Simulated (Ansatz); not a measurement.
The cell is COD entry 9008846, as deposited and not checked against the literature; nothing was relaxed.

GaP: DFT, PBEsol, all-electron PAW with datasets made for the crystal, scalar-relativistic (Ansatz 0.2.0).

Command: `ansatz run input.yaml --threads 1 --pin off --max-ram 3072MiB --backend cpu --events-out ev --progress --plain --runs-dir out` The run took 15 s on 1 thread of Arm Neoverse V2, on a shared host, peak memory 0.43 GiB.

```yaml
crystal:
  lattice:
    - [0.0, 2.72525, 2.72525]
    - [2.72525, 0.0, 2.72525]
    - [2.72525, 2.72525, 0.0]
  atoms:
    - { symbol: Ga, position: [0.0, 0.0, 0.0] }
    - { symbol: P, position: [0.75, 0.75, 0.75] }
kpoints:
  mp_grid: { grid: [12, 12, 12] }
  band_path:
    path:
      - [0.0, 0.0, 0.0]
      - [-0.5, -0.5, 0.0]
      - [-0.375, -0.375, 0.25]
      - [-0.375, 0.0, 0.375]
      - [0.0, 0.0, 0.0]
      - [0.0, 0.0, 0.5]
      - [-0.5, -0.25, 0.25]
      - [-0.5, -0.5, 0.0]
    npoints: 8
scf:
  occupations: { method: fermi_dirac, width: 0.08 }
hamiltonian:
  xc: pbesol
  pseudopotentials: { kind: all_electron, datasets: crystal }
output:
  forces: true
  stress: true
  eigenvalues: true
  efg: { contact_densities: true }
```

Output:

```
hamiltonian.pseudopotentials.datasets: crystal makes datasets for this crystal and solves the spheres of its atoms anew in each pass: cutoff 240.0 eV, the density's 960.0 eV; for an error of 0.50 meV an atom under PBE, 1.0 meV for the cell; an energy difference from a run of another recipe may be off by several times the error for the cell, under r2SCAN by more, where some 0.1 meV an atom stays at smaller errors; P in spheres of 1.005 Å, 5 of its electrons in bands; Ga in spheres of 1.349 Å, 13 of its electrons in bands
Engine: ansatz 0.2.0
Pseudopotentials: kind: all_electron
Pseudopotential: Ga, paw, valence charge 13, recommended cutoff 240 eV (normal), Koelling and Harmon's equation, gaussian nucleus
Pseudopotential: P, paw, valence charge 5, recommended cutoff 240 eV (normal), Koelling and Harmon's equation, gaussian nucleus
Functional definition: PBEsol
  exchange = pbesol_x
  correlation = pbesol_c
Crystal: 2 atoms, lattice volume = 40.481 Å³
Basis set: ecut = 240 eV, 331 PW (Γ), exchange–correlation on 40×40×40 points (8 copies of the dense FFT grid, shifted against one another)
Bands: 13, of which v1, the nominal top of the filled ones, is band 9 counted from 1 (8 counted from 0)
Symmetry: 24 space group operations
Space group: F-43m (ITA 216), of the structure as read, at distance tolerance 3.4e-5 Å
k-points: 72 of 1728 (time reversal used)
Non-local potential: Ga, projectors of the file, l = 0: 1, l = 1: 1, l = 2: 2
Non-local potential: P, projectors of the file, l = 0: 1, l = 1: 1
PAW form: soft (Blöchl's): semilocal exchange-correlation on the pseudo side does not see the compensation charge
PAW one-centre angular grid: Ga, 590 points (default); XC on its mesh's 1911 points in the sphere
PAW one-centre angular grid: P, 110 points (default); XC on its mesh's 1887 points in the sphere
Initial density: superposition of atomic densities (neutral atoms: chi_scale 0, normalization atom)
Initial wavefunctions: pseudopotential atomic-orbital guess
Functional: x = pbesol(κ = 0.804, μ = 0.12345679012345678), c = pbesol(β = 0.046)
iter 1 solved again at ethr=4.32e-3 eV; its pass at ethr=1.00e-1 eV (dr2=7.77e-1 eV) is discarded
SCF iter   1: F=—  HF=-62154.362925 eV  |F-HF|=—  |Δ(HF+E_count)|=         —  Δρ=4.12e-2  dr2=8.37e-1  ethr=4.32e-3  ⟨swp⟩=3.2  Hψ=5021  notcnv=0
preconditioner: auto → none  [insulator: Δε(μ)=1.887 eV  Ē_g=14.985 eV  σ=0.080 eV  W_gap=1.00  n_scr=14 (ndim 8)  ℏωp=24.8 eV  f_vac=0.002  D(μ)=0.00/eV (n_scr^D=0)  ε∞_Penn≈3.7]
SCF iter   2: F=—  HF=-62154.212554 eV  |F-HF|=—  |Δ(HF+E_count)|=   1.50e-1  Δρ=1.76e-2  dr2=8.25e-2  ethr=4.32e-3  ⟨swp⟩=3.1  Hψ=2419  notcnv=0
SCF iter   3: F=—  HF=-62154.214597 eV  |F-HF|=—  |Δ(HF+E_count)|=   2.04e-3  Δρ=5.60e-3  dr2=1.63e-2  ethr=4.58e-4  ⟨swp⟩=2.8  Hψ=1951  notcnv=0
iter 4 solved again at ethr=3.29e-7 eV; its pass at ethr=9.04e-5 eV (dr2=5.92e-5 eV) is discarded
SCF iter   4: F=—  HF=-62154.210952 eV  |F-HF|=—  |Δ(HF+E_count)|=   3.65e-3  Δρ=4.90e-4  dr2=6.04e-5  ethr=3.29e-7  ⟨swp⟩=3.0  Hψ=4647  notcnv=0
SCF iter   5: F=—  HF=-62154.210952 eV  |F-HF|=—  |Δ(HF+E_count)|=   1.72e-8  Δρ=1.93e-4  dr2=1.53e-5  ethr=3.29e-7  ⟨swp⟩=3.0  Hψ=2236  notcnv=0
SCF iter   6: F=—  HF=-62154.210967 eV  |F-HF|=—  |Δ(HF+E_count)|=   1.53e-5  Δρ=8.49e-5  dr2=2.25e-6  ethr=8.48e-8  ⟨swp⟩=3.0  Hψ=1948  notcnv=0
SCF iter   7: F=—  HF=-62154.210980 eV  |F-HF|=—  |Δ(HF+E_count)|=   1.33e-5  Δρ=1.09e-5  dr2=3.57e-8  ethr=1.25e-8  ⟨swp⟩=3.0  Hψ=2236  notcnv=0
SCF iter   8: F=-62154.210981 eV  HF=-62154.210981 eV  |F-HF|=1.28e-9  |Δ(HF+E_count)|=   2.26e-7  Δρ=1.60e-6  dr2=5.10e-10  ethr=1.99e-10  ⟨swp⟩=3.0  Hψ=2236  notcnv=0
SCF 1 converged in 8 iterations: F = -62154.210977 eV  dr2 = 5.10e-10
  Residual-converged pass: ⟨swp⟩=3.0  Hψ=1880  notcnv=0  max |occ|·‖R‖ = 5.2e-6 eV (tolerance 5.3e-6 eV)  dr2=5.48e-10  dr2_onsite=3.55e-9  max |Δocc| = 1.1e-9
  greatest PAW one-centre occupation: 0.993 electrons in one spin orbital (limit 2), on the Ga atom at site 0 (counted from 0), in its partial waves of l = 2
NSCF: frozen V_eff on 57 k-points
SCF converged after 8 iterations
Free energy (F): -62154.210977 eV
Harris-Foulkes:  -62154.210977 eV  (|F-HF|=1.28e-9)
Internal energy: -62154.210974 eV  (E = F + TS)
E sigma→0 (E₀):  -62154.210976 eV
Entropy (-TS):   -0.000003 eV (-0.001 meV/atom)
Past the cutoff: the bands carry plane waves up to 1.75 times it, of which those up to 1.5 times it add -0.000282 eV an atom, each by itself; the spheres take 0.000344 eV an atom off the energy for waves past 1.75 times it
By the cutoff:   a pressure is off by up to 0.007 GPa (1.2 times the spheres' own share and the shells' term, over an atom's volume, and 0.004 GPa: a bound that held against runs at twice the plane waves)
Past the cutoffs: a stress includes 0.0017 GPa for waves and charges beyond them, in addition to the slope of what the spheres take
In the spheres:  the bands' charges fall short by 2.5e-7 e at most (sound up to 1e-3)
Fermi energy:    9.165831 eV
--- Per-component energies (eV) ---
  The terms above E_closure are by the made datasets' own strengths, without shells solved beside the bands.
--- Forces (eV/Å), atoms counted from 1 ---
  atom   1  Ga    -0.00000000     0.00000000     0.00000000
  atom   2  P      0.00000000    -0.00000000     0.00000000
  max |Σ_I F_I| component: 1.11e-16 eV/Å
--- Stress (GPa, compression-positive) ---
       -0.567887      -0.000000      -0.000000
       -0.000000      -0.567887       0.000000
       -0.000000       0.000000      -0.567887
  P = ⅓ Tr σ = -0.5679 GPa (-5.679 kbar)
--- PAW observables at the nuclei: V_zz in 10²¹ V/m², potentials from the cell's mean, atoms counted from 1 ---
  atom   1  Ga V_zz =    +0.000000   η = 0.0000   by run symmetry: forbidden
            electrostatic potential = -4128.462776 V   contact ρ = 187113.520320 e/Å³
  atom   2  P  V_zz =    -0.000000   η = 0.0000   by run symmetry: forbidden
            electrostatic potential = -1492.847828 V   contact ρ = 15974.539811 e/Å³
--- Band table (eV; the first three rows and the last of 72) ---
  k-point 0: bands = ["-6.1011", "-6.1011", "-6.1011", "-6.0012", "-6.0012", "-4.0795", "8.4404", "8.4404", "8.4404", "10.1871", "12.2632"]
  k-point 1: bands = ["-6.1076", "-6.0989", "-6.0989", "-6.0013", "-6.0013", "-3.9883", "7.5227", "8.3284", "8.3284", "10.6909", "12.4346"]
  k-point 2: bands = ["-6.1244", "-6.0932", "-6.0932", "-6.0011", "-6.0011", "-3.7211", "6.0257", "8.0646", "8.0646", "10.7811", "12.8157"]
  k-point 71: bands = ["-6.2000", "-6.0625", "-6.0410", "-6.0167", "-5.9924", "-0.9867", "1.8501", "4.8151", "4.9665", "13.0383", "13.2687"]
```
